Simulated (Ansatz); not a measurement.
## Relaxing BP

All numbers below come from Ansatz 0.2.0, DFT PBEsol, scalar-relativistic, plane waves, PAW. Settings: 420 eV cutoff, 12×12×12 k-mesh, Gaussian smearing of 0.02 eV, no spin polarisation.

What was changed: relaxed at 40 GPa.

Other phases may be more stable at this pressure.

Input:

```yaml
crystal:
  lattice:
    - [0.0, 2.1326039378, 2.1326039378]
    - [2.1326039378, 0.0, 2.1326039378]
    - [2.1326039378, 2.1326039378, 0.0]
  atoms:
    - { symbol: B, position: [0.0, 0.0, 0.0] }
    - { symbol: P, position: [0.25, 0.25, 0.25] }
basis:
  ecutwfc: 420
kpoints:
  mp_grid: { grid: [12, 12, 12] }
hamiltonian:
  xc: pbesol
scf:
  occupations: { method: gaussian, width: 0.02 }
output:
  forces: true
  stress: true
  eigenvalues: true
relax:
  adjacent_minimum: "off"
  f_tol: 0.008
  max_steps: 50
  cell: { stress_tol: 0.08, p_target: 40.0 }
```

F is the free energy. Steps run on the plane waves of an earlier cell, but the last one, and at times one on the way, on a freshly chosen basis, so a repeated geometry can differ a little in energy. The relaxation lowers the enthalpy F + PV at the target pressure, so F itself can rise.

Steps:

```tsv
step	F − F(1) (eV)	largest force component (eV/Å)	V (Å³/atom)	P (GPa)
1	0.0000	0.000	9.699	40.80
2	-0.0078	0.000	9.715	40.31
3	-0.0126	0.000	9.724	40.00
4	-0.0127	0.000	9.724	40.00
```

Relaxed structure:

```
CELL_PARAMETERS angstrom
0.00000 2.13445 2.13445
2.13445 0.00000 2.13445
2.13445 2.13445 0.00000
ATOMIC_POSITIONS crystal
B 0.00000 0.00000 0.00000
P 0.25000 0.25000 0.25000
```

Symmetry: F-43m, No. 216, cubic system. The conventional cell has a = 4.269 Å, b = 4.269 Å, c = 4.269 Å, α = 90.00°, β = 90.00°, γ = 90.00°. B (site symmetry -43m) has 4 P at 1.85 Å as nearest neighbours. P (site symmetry -43m) is surrounded by 4 B at 1.85 Å.

The run converged. The run took about 8 core-seconds.